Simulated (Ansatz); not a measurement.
The system is P.

```
P
1.0
     1.64774   -5.46504    0.00000
     1.64774    5.46504    0.00000
     0.00000    0.00000    4.54364
P
4
Direct
  0.90414 0.09586 0.58882
  0.09586 0.90414 0.41118
  0.59586 0.40414 0.08882
  0.40414 0.59586 0.91118
```

Base run:

- Program: Ansatz 0.2.0
- Functional: revPBE
- Potentials or basis: Ansatz PAW
- Cutoff: 420 eV
- Density cutoff: 1680 eV
- k mesh: 5 × 5 × 4
- Occupations: fermi-dirac, width 0.05 eV
- Spin: no spin polarisation

Its results: band gap on the k mesh 0.48 eV, direct; largest force 0.350 eV/Å.

After a change of settings the same cell gave: band gap on the k mesh 1.02 eV, direct; largest force 0.144 eV/Å. Which change was it?
A. functional from revPBE to r2SCAN0; cutoff from 420 eV to 500 eV; density cutoff from 1680 eV to 2000 eV; k mesh from 5 × 5 × 4 to 4 × 4 × 3
B. functional from revPBE to PBE
C. functional from revPBE to HSE06
D. functional from revPBE to RPBE

C.

HSE06 gives the wider gap, since exact exchange removes part of the self-interaction.

Caveats: odd divisions of the mesh miss points on the zone boundary, where band edges often lie, so the gap on the mesh can be too wide; the PAW data sets come from PBE, with cores solved anew for the run's functional, which leaves a small shift of forces and pressure; the density of states is complete only up to the lowest level of the last band computed; the potentials were made for another functional, which shifts forces and pressure (some runs).

Not every run made on this cell is shown here.
